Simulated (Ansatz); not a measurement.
**Energy landscape near a SnSe structure**

Theory: DFT PBE, scalar-relativistic, plane waves, PAW (Ansatz).

Plane waves to 420 eV, a k mesh through Γ of 8×8×6 on the computed 4-atom cell and Gaussian smearing (0.02 eV); no spin polarisation.

Reference cell:

```yaml
crystal:
  lattice:
    - [2.15500, -5.85250, 0.00000]
    - [2.15500, 5.85250, 0.00000]
    - [0.00000, 0.00000, 4.31800]
  atoms:
    - { symbol: Sn, position: [0.88000, 0.12000, 0.25000] }
    - { symbol: Sn, position: [0.12000, 0.88000, 0.75000] }
    - { symbol: Se, position: [0.64400, 0.35600, 0.25000] }
    - { symbol: Se, position: [0.35600, 0.64400, 0.75000] }
```

Each variant moves atoms of this cell by the vectors given, if any (Å), and then applies a symmetric strain (tensor components, Cartesian axes). The reference cell isn't relaxed at this level. Energies are per atom at zero smearing, counted from the lowest variant. Pressure is positive in compression.

1. strain (xx yy zz yz xz xy, %) -2.88 0.74 -1.64 1.31 -1.28 0.87; moves: Sn1 (0.081, 0.024, -0.024); Sn2 (-0.062, 0.028, -0.001); Se3 (-0.004, -0.024, 0.019); Se4 (-0.015, -0.029, 0.007)
2. strain (xx yy zz yz xz xy, %) 5.14 3.55 4.95 0.00 0.00 0.00; moves: Sn1 (0.000, -0.061, 0.000); Sn2 (0.000, 0.061, 0.000); Se3 (0.000, -0.348, 0.000); Se4 (0.000, 0.348, 0.000)
3. strain (xx yy zz yz xz xy, %) 4.60 -2.25 -6.55 0.00 0.00 0.00; moves: Sn1 (0.000, 0.084, 0.000); Sn2 (0.000, -0.084, 0.000); Se3 (0.000, 0.013, 0.000); Se4 (0.000, -0.013, 0.000)

| result | ΔE (meV/atom) | P (GPa) | largest force (eV/Å) | gap on mesh (eV) |
| --- | --- | --- | --- | --- |
| A | 21.7 | 3.03 | 0.48 | 0 |
| B | 0.0 | 1.64 | 0.30 | 0 |
| C | 166.9 | -1.77 | 1.71 | 0.75 |

Which variant gave which result?

A is 3, B is 1, C is 2. The pressure falls as the cell grows: from the smallest volume to the largest the variants are 3, 1, 2.

The smearing is narrow for a metal on this mesh.

This form isn't the usual stable structure of the compound, though it has been observed.